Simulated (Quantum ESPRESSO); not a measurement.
Crystal: I.

```
I
1.0
    -2.08938    2.08938    2.08938
     2.08938   -2.08938    2.08938
     2.08938    2.08938   -2.08938
I
1
Direct
  0.00000 0.00000 0.00000
```

The real solid is made of molecules; this cell is a model form.

```yaml
Program: Quantum ESPRESSO 7.5
Task: single point
Functional: PBE
Potentials_or_basis: SSSP 1.3 efficiency PBE
Cutoff: 748 eV
Density_cutoff: 5987 eV
k_mesh: 9 × 9 × 9
Occupations: fermi-dirac, width 0.05 eV
Spin: no spin polarisation
```

On this cell: pressure -0.3 GPa; band gap on the k mesh none (metal or under the smearing width).

The same run follows on a disturbed copy (cell strained at random at fixed volume):

```
CELL_PARAMETERS angstrom
-2.05603 2.08342 2.14495
2.04328 -2.05394 2.10272
2.08266 2.08057 -2.11547
ATOMIC_POSITIONS crystal
I 0.00767 0.00989 0.00550
```

**Question.** What changes?

**Answer.** The energy (extrapolated to zero smearing) moves by -3.1 meV/atom; pressure -0.3 GPa; band gap on the k mesh none (metal or under the smearing width).

Stress tensor (GPa, compression positive):
```
-0.32  0.73 -0.40
 0.73 -0.34  0.78
-0.40  0.78 -0.32
```

The energy falls, though the first cell shows no forces: that form is unstable against this distortion, unless noise or another electronic state is at work.

Caveats: an odd number of electrons without spin polarisation forces a metal; a magnetic or distorted state may lie lower.
